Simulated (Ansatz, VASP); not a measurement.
# HfN: VASP beside Ansatz

File INCAR:

```
ALGO     = Normal         # electronic algorithm
EDIFF    = 1E-7           # SCF threshold, eV
ENCUT    = 520            # plane-wave cutoff, eV
GGA      = PE             # functional
ISIF     = 2              # what is computed and relaxed
ISMEAR   = -1             # smearing method
LASPH    = T              # aspherical terms in the spheres
LCHARG   = F              # write CHGCAR
LREAL    = F              # projectors in reciprocal space
LWAVE    = F              # write WAVECAR
NBANDS   = 14             # bands
NELM     = 80             # most SCF steps
PREC     = Accurate       # precision mode
SIGMA    = 0.05           # smearing width, eV
```

Contents of KPOINTS:

```
k-points
0
Gamma
  9 9 9
```

Contents of POSCAR:

```
HfN
1.0
    0.0000000000      2.4548220000      2.4548220000
    2.4548220000      0.0000000000      2.4548220000
    2.4548220000      2.4548220000      0.0000000000
Hf N
1 1
Direct
   -0.0015310000     -0.0029430000     -0.0034000000
    0.2637830000      0.2428060000      0.2393630000
```

The input input.yaml:

```yaml
crystal:
  lattice:
    - [0.0, 2.454822, 2.454822]
    - [2.454822, 0.0, 2.454822]
    - [2.454822, 2.454822, 0.0]
  atoms:
    - { symbol: Hf, position: [-0.001531, -0.002943, -0.0034] }
    - { symbol: "N", position: [0.263783, 0.242806, 0.239363] }
hamiltonian:
  xc: pbe
  pseudopotentials: { kind: paw }
kpoints:
  mp_grid: { grid: [9, 9, 9] }
scf:
  occupations: { method: fermi_dirac, width: 0.05 }
output:
  forces: true
  stress: true
  eigenvalues: true
  write_density: true
  write_potential: true
  elf: true
  volumetric_format: npy
```

Change from the starting cell: atoms moved at random, drawn with an rms of 0.05 Å.

Alike in both runs: task single point; functional PBE; k mesh 9 × 9 × 9; occupations fermi-dirac, width 0.05 eV; no spin polarisation.

```csv
,VASP,Ansatz
version,VASP 6.6.1,Ansatz 0.2.0
potentials or method,"VASP PAW PBE potentials, release 64 (Hf_pv, N)",Ansatz PAW
plane-wave cutoff (eV),520,420
valence electrons in the cell,15,31
```

VASP gave:

* gap on the k mesh at the Fermi level (eV): none
* pressure (GPa): -0.1
* largest component of the traceless stress (GPa): 1.67
* rms of the force components (eV/Å): 0.324

Problem. Which values does Ansatz return?

Solution. gap on the k mesh at the Fermi level (eV): none; pressure (GPa): 0.9; largest component of the traceless stress (GPa): 1.68; rms of the force components (eV/Å): 0.324.

Atom by atom the forces differ by 0.001 eV/Å (rms over components). A gap of «none» marks a metal or a gap that the smearing closes. The two sets of potentials don't hold the same shells in valence.

Caveats: the pressure holds a Pulay correction of +0.4 GPa for the finite cutoff (Ansatz). The runs have no spin-orbit coupling, so splittings on Hf are missing.
